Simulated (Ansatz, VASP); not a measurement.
## Al2Cu in VASP and in Ansatz

The input INCAR:

```
PREC     = Accurate       # precision mode
ENCUT    = 520            # plane-wave cutoff, eV
EDIFF    = 1E-7           # SCF threshold, eV
ISMEAR   = -1             # smearing method
SIGMA    = 0.05           # smearing width, eV
LREAL    = False          # projectors in reciprocal space
LASPH    = True           # aspherical terms in the spheres
NELM     = 60             # most SCF steps
ALGO     = Normal         # electronic algorithm
ISIF     = 2              # what is computed and relaxed
LWAVE    = False          # write WAVECAR
LCHARG   = False          # write CHGCAR
GGA      = PS             # functional
NBANDS   = 16             # bands
```

Contents of KPOINTS:

```
Automatic mesh
0
Gamma
  9 9 9
```

File POSCAR:

```
Al2Cu
1.0
   -1.9888904110      1.9888904110      2.7928920770
    1.9888904110     -1.9888904110      2.7928920770
    1.9888904110      1.9888904110     -2.7928920770
Cu Al
1 2
Direct
    0.5000000000      0.5000000000      0.0000000000
    0.2500000000      0.7500000000      0.5000000000
    0.7500000000      0.2500000000      0.5000000000
```

input.yaml

```yaml
crystal:
  lattice:
    - [-1.988890411, 1.988890411, 2.792892077]
    - [1.988890411, -1.988890411, 2.792892077]
    - [1.988890411, 1.988890411, -2.792892077]
  atoms:
    - { symbol: Cu, position: [0.5, 0.5, 0.0] }
    - { symbol: Al, position: [0.25, 0.75, 0.5] }
    - { symbol: Al, position: [0.75, 0.25, 0.5] }
hamiltonian:
  xc: pbesol
  pseudopotentials: { kind: paw }
kpoints:
  mp_grid: { grid: [9, 9, 9] }
scf:
  occupations: { method: fermi_dirac, width: 0.05 }
output:
  forces: true
  stress: true
  eigenvalues: true
```

Change from the starting cell: volume scaled by 0.94.

Alike in both runs: task single point; functional PBEsol; k mesh 9 × 9 × 9; occupations fermi-dirac, width 0.05 eV; no spin polarisation.

|  | VASP | Ansatz |
| --- | --- | --- |
| version | VASP 6.6.1 | Ansatz 0.2.0 |
| potentials or method | VASP PAW PBE potentials, release 64 (Cu, Al) | Ansatz PAW |
| plane-wave cutoff (eV) | 520 | 420 |
| valence electrons in the cell | 17 | 25 |

Ansatz gave:

* gap on the k mesh at the Fermi level (eV): none
* pressure (GPa): 7.3
* largest component of the traceless stress (GPa): 0.12

Task: Estimate VASP's values.

Result: gap on the k mesh at the Fermi level (eV): none; pressure (GPa): 7.5; largest component of the traceless stress (GPa): 0.11.

A gap of «none» marks a metal or a gap that the smearing closes. With one functional, cell and mesh, what is left measures potentials, basis and numerics. The two sets of potentials don't hold the same shells in valence.

Caveats: the PAW data sets were made with another functional, which shifts forces and pressure a little (VASP); the PAW data sets come from PBE, with cores solved anew for the run's functional, which leaves a small shift of forces and pressure (Ansatz).
